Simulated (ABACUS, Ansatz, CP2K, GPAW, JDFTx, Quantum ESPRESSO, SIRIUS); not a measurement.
# MgO: equilibrium volume by level of theory

It takes space group Fm-3m (No. 225, cubic). Conventional cell: a = 4.194 Å, b = 4.194 Å, c = 4.194 Å, α = 90.00°, β = 90.00°, γ = 90.00°. Mg (site symmetry m-3m) has 6 O at 2.10 Å as nearest neighbours. O (site symmetry m-3m) is surrounded by 6 Mg at 2.10 Å.

The cell is a database's computed one, not the measured one.

```csv
rung,level,program and potentials,cutoff (eV),k mesh,smearing,task,core time,chip,equilibrium volume (Å³/atom),notes
GGA + dispersion,PBE+D3(BJ),"Ansatz, all-electron LAPW, scalar-relativistic",-,11 × 11 × 11,fermi-dirac 0.05,relaxation of cell and atoms,12 s,Arm Neoverse V1,9.32,-
GGA,PBEsol,"Ansatz, all-electron LAPW, scalar-relativistic",-,11 × 11 × 11,fermi-dirac 0.05,relaxation of cell and atoms,13 s,Arm Neoverse V1,9.36,-
GGA + dispersion,PBEsol+D3(BJ),"Ansatz, all-electron LAPW, scalar-relativistic",-,11 × 11 × 11,fermi-dirac 0.05,relaxation of cell and atoms,15 s,Arm Neoverse V1,9.10,-
GGA,RPBE,"Ansatz, all-electron LAPW, scalar-relativistic",-,11 × 11 × 11,fermi-dirac 0.05,relaxation of cell and atoms,16 s,Arm Neoverse V1,9.93,-
GGA + dispersion,PBE+D4,"Ansatz, all-electron LAPW, scalar-relativistic",-,11 × 11 × 11,fermi-dirac 0.05,relaxation of cell and atoms,18 s,Arm Neoverse V1,9.44,-
GGA + dispersion,RPBE+D4,"Ansatz, all-electron LAPW, scalar-relativistic",-,11 × 11 × 11,fermi-dirac 0.05,relaxation of cell and atoms,19 s,Arm Neoverse V1,9.47,-
GGA,PW91,"ABACUS, PseudoDojo NC SR 0.5 PBE stringent, plane waves",1252,9 × 9 × 9,fermi-dirac 0.05,relaxation of cell and atoms,28 s,Intel Xeon 6975P-C Granite Rapids,9.60,potentials made for PBE
GGA + dispersion,PBE+D3(BJ),"JDFTx, PseudoDojo-SR-PBE-0.5-standard",1143,11 × 11 × 11,fermi-dirac 0.05,relaxation of cell and atoms,69 s,Intel Xeon 6975P-C Granite Rapids,9.30,-
GGA,PBE,"GPAW, GPAW PAW data sets (gpaw-data 1.2.1)",800,11 × 11 × 11,fermi-dirac 0.05,equation of state,96 s,Arm Neoverse V1,9.63,-
GGA,AM05,"SIRIUS, all-electron FP-LAPW, apw+lo standard",-,11 × 11 × 11,fermi-dirac 0.05,equation of state,6.5 min,Arm Neoverse V1,9.39,-
GGA,PBEsol,"CP2K, POTENTIAL_UZH Mg GTH-PBE-q10, O GTH-PBE-q6; TZVP-MOLOPT-PBE-GTH basis",-,11 × 11 × 11,fermi-dirac 0.026,equation of state,6.8 min,Arm Neoverse V1,9.61,atomic basis; potentials made for PBE
non-local van der Waals functional,rev-vdW-DF2,"Quantum ESPRESSO, PseudoDojo 0.4.1 SR PBE standard",1143,11 × 11 × 11,fermi-dirac 0.05,equation of state,9.3 min,Arm Neoverse V1,9.47,potentials made for PBE
```

Times are single runs on shared hosts and different chips, so they are rough; meshes, cutoffs and the tasks' sizes weigh on the time. All rows: no spin polarisation. Smearing widths are in eV. Meshes differ between rows, which moves values too. Meshes are those of the run's cell of 2 atoms unless a note names another. Relaxations start from the cell shown or near it and stop with a little pressure left. Runs on faulty files, with rough fits or with known faults for this quantity aren't shown. No row holds spin-orbit coupling.

By rung: GGA + dispersion 9.10 to 9.47; GGA 9.36 to 9.93; non-local van der Waals functional 9.47; GGA in atomic bases 9.61 (Å³/atom).
